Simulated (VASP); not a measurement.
# Y (P6_3/mmc) in VASP: notebook, part 2 of 2

VASP 6.6.1.

## (4) Relaxation of cell and atoms, PBE

INCAR reads:

```
SYSTEM = Y
PREC     = Accurate       ! precision mode
ENCUT    = 600            ! plane-wave cutoff, eV
EDIFF    = 1E-7           ! SCF threshold, eV
ISMEAR   = 1              ! smearing method
SIGMA    = 0.1            ! smearing width, eV
LREAL    = .False.        ! projectors in reciprocal space
LASPH    = .True.         ! aspherical terms in the spheres
NELM     = 120            ! most SCF steps
ALGO     = Normal         ! electronic algorithm
ISIF     = 3              ! what is computed and relaxed
LWAVE    = .False.        ! write WAVECAR
LCHARG   = .False.        ! write CHGCAR
GGA      = PE             ! functional
IBRION   = 2              ! ionic algorithm
NSW      = 60             ! ionic steps
EDIFFG   = -0.005         ! ionic threshold
```

KPOINTS reads:

```
Automatic mesh
0
Gamma
  14 14 8
  0 0 0
```

POSCAR reads:

```
Y
1.0
    3.6000000000      0.0000000000      0.0000000000
   -1.8000000000      3.1176914500      0.0000000000
    0.0000000000      0.0000000000      5.6200000000
Y
2
Direct
    0.3333333300      0.6666666700      0.2500000000
    0.6666666700      0.3333333300      0.7500000000
```

Potentials or basis: VASP PAW PBE potentials, release 64 (Y_sv).

Command:

```
$ cat potpaw_PBE.64/Y_sv/POTCAR > POTCAR
$ mpirun -np 1 vasp_std > vasp.out
```

OUTCAR:

```text
SYSTEM = Y
   PREC = Accurate
   ENCUT = 600
   EDIFF = 1E-7
   ISMEAR = 1
   LREAL = .False.
   LASPH = .True.
   NELM = 120
   ISIF = 3
   GGA = PE
   IBRION = 2
   NSW = 60
   EDIFFG = -0.005

 ion  position               nearest neighbor table
   1  0.333  0.667  0.250-   2 3.50   2 3.50   2 3.50   2 3.50   2 3.50   2 3.50
   2  0.667  0.333  0.750-   1 3.50   1 3.50   1 3.50   1 3.50   1 3.50   1 3.50

  LATTYP: Found a hexagonal cell.
 ALAT       =     3.6000000000
 C/A-ratio  =     1.5611111111

  Lattice vectors:

 A1 = (   3.6000000000,   0.0000000000,   0.0000000000)
 A2 = (  -1.8000000000,   3.1176914500,   0.0000000000)
 A3 = (   0.0000000000,   0.0000000000,   5.6200000000)

Analysis of symmetry for initial positions (statically):
=====================================================================
[... 419 lines left out ...]
      7     -19.3763      2.00000
      8     -19.3336      2.00000
      9      -1.6756      2.00000
     10       1.1712      2.00000
     11       3.9917     -0.00000
     12       4.7499     -0.00000
     13       4.7499     -0.00000
     14       5.1537      0.00000
[... 401 lines left out ...]
      2     -39.5858      2.00000
      3     -19.7788      2.00000
      4     -19.6784      2.00000
      5     -19.6764      2.00000
      6     -19.6144      2.00000
      7     -19.5646      2.00000
      8     -19.5596      2.00000
      9       2.1637      2.00000
     10       2.2997      2.00000
     11       2.4496      2.00000
     12       2.5233      2.00000
     13       4.0843     -0.00000
     14       4.1757     -0.00000
     15       5.3687      0.00000

 [... further k-points ...]

------------------------ aborting loop because EDIFF is reached ----------------------------------------

  FORCE on cell =-STRESS in cart. coord.  units (eV):
  Direction    XX          YY          ZZ          XY          YZ          ZX
  --------------------------------------------------------------------------------------
  -------------------------------------------------------------------------------------
  Total        0.0034490      0.0034490      0.0004411      0.0000000     -0.0000000      0.0000000
  in kB        0.0844230      0.0844230      0.0107979      0.0000000     -0.0000000      0.0000000
  external PRESSURE =       0.0598813 kB  Pullay stress =       0.0000000 kB
[... 17 lines left out ...]
  FREE ENERGIE OF THE ION-ELECTRON SYSTEM (eV)
  ---------------------------------------------------
  free  energy   TOTEN  =       -12.8683857702 eV

  energy  without entropy=      -12.8707944349  energy(sigma->0) =      -12.86918866

 reached required accuracy - stopping structural energy minimisation
```

OSZICAR:

```text
N       E                     dE             d eps       ncg     rms          rms(c)
DAV:   1     0.950270645209E+02    0.95027E+02   -0.12644E+04  3600   0.155E+03
DAV:   2    -0.559959255013E+01   -0.10063E+03   -0.99677E+02  4511   0.308E+02
DAV:   3    -0.130671172243E+02   -0.74675E+01   -0.73496E+01  6823   0.504E+01
DAV:   4    -0.132135671740E+02   -0.14645E+00   -0.14635E+00  4068   0.796E+00
[... 64 lines left out ...]
DAV:   4    -0.128683765450E+02   -0.67669E-05   -0.23861E-05  4564   0.304E-02    0.126E-02
DAV:   5    -0.128683855685E+02   -0.90236E-05   -0.17996E-05  6502   0.181E-02    0.699E-03
DAV:   6    -0.128683851247E+02    0.44383E-06   -0.83526E-07  4350   0.495E-03    0.350E-03
DAV:   7    -0.128683857056E+02   -0.58084E-06   -0.18670E-07  2675   0.408E-03    0.131E-03
DAV:   8    -0.128683857702E+02   -0.64638E-07   -0.22058E-08  1800   0.116E-03
   7 F= -.12868386E+02 E0= -.12869189E+02  d E =-.478021E-05
```

Wall time 6.2 min (1 thread of AMD EPYC 9R14 (Zen 4), shared host); peak memory 0.28 GiB.

What came out:

- Free energy: -12.8684 eV
- Relaxed volume: 32.73 Å³/atom
- Relaxed cell: a = 3.653 Å, b = 3.653 Å, c = 5.663 Å, α = 90.00°, β = 90.00°, γ = 120.00°
- Space group after relaxing (to 0.05 Å): P6_3/mmc (No. 194)
- Energy gained by relaxing: 6.1 meV/atom
- Ionic steps: 7
- Pressure after relaxing: 0.0 GPa
- Band gap on the k mesh: none (metal or under the smearing width)

Step by step:
```tsv
step	energy change (eV)	largest force (eV/Å)	pressure (GPa)	volume (Å³)
1	0.0000	0.0000	1.61	63.08
2	-0.0115	0.0000	-0.34	66.01
3	-0.0121	0.0000	-0.01	65.49
4	-0.0121	0.0000	-0.05	65.54
5	-0.0121	0.0000	-0.03	65.52
6	-0.0122	0.0000	-0.03	65.52
7	-0.0122	0.0000	0.01	65.45
```

Final structure:
```
CELL_PARAMETERS angstrom
3.65314 0.00000 0.00000
-1.82657 3.16371 0.00000
0.00000 0.00000 5.66336
ATOMIC_POSITIONS crystal
Y 0.33333 0.66667 0.25000
Y 0.66667 0.33333 0.75000
```

## (5) Electrostatic potential, PBE

This run uses another cell than the first one, of 32.73 Å³/atom, 1.038 times its volume.

INCAR reads:

```
ALGO = Normal ; EDIFF = 1E-7
ENCUT = 520 ; GGA = PE
ISIF = 2 ; ISMEAR = 1
LASPH = True ; LCHARG = True
LREAL = False ; LVHAR = True
LWAVE = False ; NELM = 80
PREC = Accurate ; SIGMA = 0.1
```

KPOINTS reads:

```
k-points
0
Gamma
  14 14 8
```

POSCAR reads:

```
Y                                       
1.0
    3.6531424244      0.0000000000     -0.0000000000
   -1.8265712122      3.1637141394      0.0000000000
    0.0000000000      0.0000000000      5.6633631204
  Y             
     2
Direct
     0.3333333300000021    0.6666666699999979    0.2500000000000000
     0.6666666699999979    0.3333333300000021    0.7500000000000000
```

Command:

```
$ cat potpaw_PBE.64/Y_sv/POTCAR > POTCAR
$ mpirun -np 1 vasp_std > vasp.out
```

It took 66 s on 1 thread of AMD EPYC 9R14 (Zen 4), shared host; peak memory 0.23 GiB.

Results (log left out):

```
Free energy            : -12.8685 eV
Pressure               : 0.0 GPa
Band gap on the k mesh : none (metal or under the smearing width)
```

Levels at points of the mesh, in eV from the Fermi level:
```csv
k point,band 8,band 9,band 10,band 11,band 12,band 13,band 14,band 15
"(0.00, 0.00, 0.00)",-22.34,-4.68,-1.84,0.98,1.74,1.74,2.15,2.37
"(0.50, 0.00, 0.00)",-22.44,-1.68,-1.18,-0.79,-0.12,1.43,1.46,2.13
"(0.00, 0.00, 0.50)",-22.43,-3.22,-3.22,1.01,1.01,1.65,1.65,1.65
"(0.50, 0.00, 0.50)",-22.49,-1.64,-1.64,0.10,0.10,1.40,1.40,2.75
```
